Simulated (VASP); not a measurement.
# Pt in VASP: notebook, part 2 of 2

VASP 6.6.1. The steps go on from the part before.

## Step 4: Single point, PBE

INCAR

```
ALGO = Fast
DIPOL = 0.5 0.5 0.500
EDIFF = 1E-6
ENCUT = 520
GGA = PE
ICORELEVEL = 1
IDIPOL = 3
ISIF = 2
ISMEAR = 1
LASPH = True
LCHARG = False
LDIPOL = True
LREAL = False
LVACPOTAV = True
LVHAR = True
LWAVE = False
NBANDS = 22
NELM = 80
PREC = Accurate
SIGMA = 0.1
```

KPOINTS

```
k-points
0
Gamma
  14 14 1
```

POSCAR

```
Pt                                      
1.0
    2.8050756300      0.0000000000      0.0000000000
    0.0000000000      2.8050756300      0.0000000000
    0.0000000000      0.0000000000     18.9669760000
  Pt            
     3
Direct
     0.5000000000000000    0.5000000000000000    0.3992109275967148
     1.0000000000000000    0.0000000000000000    0.5000000000000000
     0.5000000000000000    0.5000000000000000    0.6007890724032852
```

Potentials or basis: VASP PAW PBE potentials, release 64 (Pt).

The run is started by

```
$ cat potpaw_PBE.64/Pt/POTCAR > POTCAR
$ mpirun -np 1 vasp_std > vasp.out
```

OUTCAR:

```text
EDIFF = 1E-6
   ENCUT = 520
   GGA = PE
   ISIF = 2
   ISMEAR = 1
   LASPH = True
   LREAL = False
   NELM = 80
   PREC = Accurate

 ion  position               nearest neighbor table
   1  0.500  0.500  0.399-   2 2.75   2 2.75   2 2.75   2 2.75
   2  0.000  0.000  0.500-   1 2.75   3 2.75   1 2.75   3 2.75   1 2.75   3 2.75   1 2.75   3 2.75

   3  0.500  0.500  0.601-   2 2.75   2 2.75   2 2.75   2 2.75

  LATTYP: Found a simple tetragonal cell.
 ALAT       =     2.8050756300
 C/A-ratio  =     6.7616629645

  Lattice vectors:

 A1 = (   2.8050756300,   0.0000000000,   0.0000000000)
 A2 = (   0.0000000000,   2.8050756300,   0.0000000000)
 A3 = (   0.0000000000,   0.0000000000,  18.9669760000)

Analysis of symmetry for initial positions (statically):
=====================================================================
 Subroutine PRICEL returns:
 Original cell was already a primitive cell.

 Routine SETGRP: Setting up the symmetry group for a
 simple tetragonal supercell.

 Subroutine GETGRP returns: Found 16 space group operations
 (whereof 16 operations were pure point group operations)
 out of a pool of 16 trial point group operations.

The static configuration has the point symmetry D_4h.

Analysis of symmetry for dynamics (positions and initial velocities):
=====================================================================
 Subroutine PRICEL returns:
 Original cell was already a primitive cell.

 Routine SETGRP: Setting up the symmetry group for a
 simple tetragonal supercell.

 Subroutine GETGRP returns: Found 16 space group operations
 (whereof 16 operations were pure point group operations)
 out of a pool of 16 trial point group operations.

The dynamic configuration has the point symmetry D_4h.

[... 134 lines left out ...]
  energy-cutoff  :      520.00
  volume of cell :      149.24
 maximum number of plane-waves:      4063
 NGX is ok and might be reduce to    24
   NGX = 11   NGY = 11   NGZ = 71

 dipolmoment           0.000000      0.000000     -0.000000 electrons x Angstroem

 number of electron      30.0000002 magnetization

 dipolmoment           0.000000      0.000000      0.000000 electrons x Angstroem

 Free energy of the ion-electron system (eV)
  ---------------------------------------------------
  ext. energy  EPLUGINS =         0.00000000
  ---------------------------------------------------
  free energy    TOTEN  =       -16.48208591 eV

  energy without entropy =      -16.48347048  energy(sigma->0) =      -16.48254743

 the core state eigenenergies are
   1-  1s -78398.4325  2s -13768.0494  2p -11928.3209  3s  -3231.9093  3p  -2696.4101
       3d  -2116.7802  4s   -692.2166  4p   -516.6605  4d   -303.7338  4f    -67.1434
       5s    -98.6156  5p    -52.7234
   2-  1s -78399.0649  2s -13768.7106  2p -11928.9805  3s  -3232.5732  3p  -2697.0739
       3d  -2117.4454  4s   -692.8829  4p   -517.3272  4d   -304.4018  4f    -67.8123
       5s    -99.2859  5p    -53.3825
   3-  1s -78398.4325  2s -13768.0494  2p -11928.3209  3s  -3231.9093  3p  -2696.4101
       3d  -2116.7802  4s   -692.2166  4p   -516.6605  4d   -303.7338  4f    -67.1434
       5s    -98.6156  5p    -52.7234

 E-fermi :  -0.6173     XC(G=0):  -5.1373

 val. band max:       -0.6230169108   @ k =   0.2857   0.1429   0.0000
 cond. band min:      -0.5914003501   @ k =   0.3571   0.0000   0.0000
 fundamental gap:      0.0316165606
 Fermi energy:        -0.6172632466

 k-point     1 :       0.0000    0.0000    0.0000
  band No.  band energies     occupation
      1      -9.4707      2.00000
      2      -6.9424      2.00000
      3      -6.8263      2.00000
      4      -6.5307      2.00000
      5      -5.2094      2.00000
      6      -4.2320      2.00000
[... 589 lines left out ...]
     21       7.6559      0.00000
     22       7.9585      0.00000

 [... further k-points ...]

------------------------ aborting loop because EDIFF is reached ----------------------------------------

  FORCE on cell =-STRESS in cart. coord.  units (eV):
  Direction    XX          YY          ZZ          XY          YZ          ZX
  --------------------------------------------------------------------------------------
  -------------------------------------------------------------------------------------
  Total       -2.7209155     -2.7209155     -0.0127822      0.0000000      0.0000000      0.0000000
  in kB      -29.2104600    -29.2104600     -0.1372240      0.0000000      0.0000000      0.0000000
  external PRESSURE =     -19.5193813 kB  Pullay stress =       0.0000000 kB

 VOLUME and BASIS-vectors are now :
 -----------------------------------------------------------------------------
  energy-cutoff  :      520.00
  volume of cell :      149.24
      direct lattice vectors                 reciprocal lattice vectors
     2.805075630  0.000000000  0.000000000     0.356496627  0.000000000  0.000000000
     0.000000000  2.805075630  0.000000000     0.000000000  0.356496627  0.000000000
     0.000000000  0.000000000 18.966976000     0.000000000  0.000000000  0.052723217

 POSITION                                       TOTAL-FORCE (eV/Angst)
 -----------------------------------------------------------------------------------
      1.40254      1.40254      7.57182         0.000000      0.000000     -0.005472
      0.00000      0.00000      9.48349         0.000000      0.000000      0.000000
      1.40254      1.40254     11.39515         0.000000      0.000000      0.005472
 -----------------------------------------------------------------------------------
    total drift:                                0.000000     -0.000000      0.000000

  FREE ENERGIE OF THE ION-ELECTRON SYSTEM (eV)
  ---------------------------------------------------
  free  energy   TOTEN  =       -16.4820859138 eV

  energy  without entropy=      -16.4834704771  energy(sigma->0) =      -16.48254743

 vacuum level on the upper side and lower side of the slab         5.087         5.087
```

OSZICAR:

```text
N       E                     dE             d eps       ncg     rms          rms(c)
DAV:   1     0.186830646189E+03    0.18683E+03   -0.12649E+04  1584   0.113E+03
DAV:   2    -0.909929359051E+01   -0.19593E+03   -0.17584E+03  2126   0.227E+02
DAV:   3    -0.174793166954E+02   -0.83800E+01   -0.79118E+01  1832   0.477E+01
DAV:   4    -0.176143561683E+02   -0.13504E+00   -0.13473E+00  1950   0.647E+00
DAV:   5    -0.176170736738E+02   -0.27175E-02   -0.27173E-02  1908   0.895E-01    0.171E+01
RMM:   6    -0.166983102130E+02    0.91876E+00   -0.25460E+00  1665   0.104E+01    0.111E+01
RMM:   7    -0.175219147394E+02   -0.82360E+00   -0.23320E+00  1711   0.772E+00    0.897E+00
RMM:   8    -0.166160128889E+02    0.90590E+00   -0.19086E+00  1678   0.795E+00    0.355E+00
RMM:   9    -0.165000472047E+02    0.11597E+00   -0.95403E-02  1629   0.193E+00    0.944E-01
RMM:  10    -0.164827167355E+02    0.17330E-01   -0.15760E-02  1710   0.726E-01    0.325E-01
RMM:  11    -0.164821279255E+02    0.58881E-03   -0.21763E-03  1766   0.234E-01    0.114E-01
RMM:  12    -0.164821551527E+02   -0.27227E-04   -0.39048E-04  1816   0.111E-01    0.762E-02
RMM:  13    -0.164820963851E+02    0.58768E-04   -0.20430E-04  1786   0.740E-02    0.340E-02
RMM:  14    -0.164820771240E+02    0.19261E-04   -0.25912E-05  1833   0.296E-02    0.114E-02
RMM:  15    -0.164820795125E+02   -0.23885E-05   -0.85812E-06  1727   0.150E-02    0.641E-03
RMM:  16    -0.164820851771E+02   -0.56646E-05   -0.24075E-06  1353   0.756E-03    0.258E-03
RMM:  17    -0.164820859138E+02   -0.73662E-06   -0.44504E-07  1079   0.373E-03
   1 F= -.16482086E+02 E0= -.16482547E+02  d E =0.138456E-02
```

Wall time 57 s (1 thread of Intel Xeon 6975P-C (Granite Rapids), shared host); peak memory 0.31 GiB.

Results:

| Property | Result |
| --- | --- |
| Free energy | -16.4821 eV |
| Largest force | 0.005 eV/Å |
| Band gap on the k mesh | none (metal or under the smearing width) |
| Work function of the upper face | 5.70 eV |
| Work function of the lower face | 5.70 eV |

Forces on the atoms (eV/Å):
```
Pt   0.000  0.000 -0.005
Pt   0.000  0.000  0.000
Pt   0.000  0.000  0.005
```

Levels at points of the mesh, in eV from the Fermi level:
| k point | band 12 | band 13 | band 14 | band 15 | band 16 | band 17 | band 18 | band 19 |
| --- | --- | --- | --- | --- | --- | --- | --- | --- |
| (0.00, 0.00, 0.00) | -1.27 | -1.27 | -0.35 | -0.13 | 0.14 | 0.18 | 0.18 | 2.19 |
| (0.50, 0.00, 0.00) | -0.94 | -0.38 | -0.23 | 0.10 | 0.82 | 1.79 | 1.81 | 4.03 |
| (0.50, 0.50, 0.00) | -0.12 | 0.42 | 0.88 | 0.88 | 3.67 | 3.67 | 7.46 | 7.46 |

Core levels (eV, on the scale of the bands):
```
atom                                                                                                                                    levels
1 Pt  1s -78398.4, 2s -13768.0, 2p -11928.3, 3s -3231.9, 3p -2696.4, 3d -2116.8, 4s -692.2, 4p -516.7, 4d -303.7, 4f -67.1, 5s -98.6, 5p -52.7
2 Pt  1s -78399.1, 2s -13768.7, 2p -11929.0, 3s -3232.6, 3p -2697.1, 3d -2117.4, 4s -692.9, 4p -517.3, 4d -304.4, 4f -67.8, 5s -99.3, 5p -53.4
3 Pt  1s -78398.4, 2s -13768.0, 2p -11928.3, 3s -3231.9, 3p -2696.4, 3d -2116.8, 4s -692.2, 4p -516.7, 4d -303.7, 4f -67.1, 5s -98.6, 5p -52.7
```
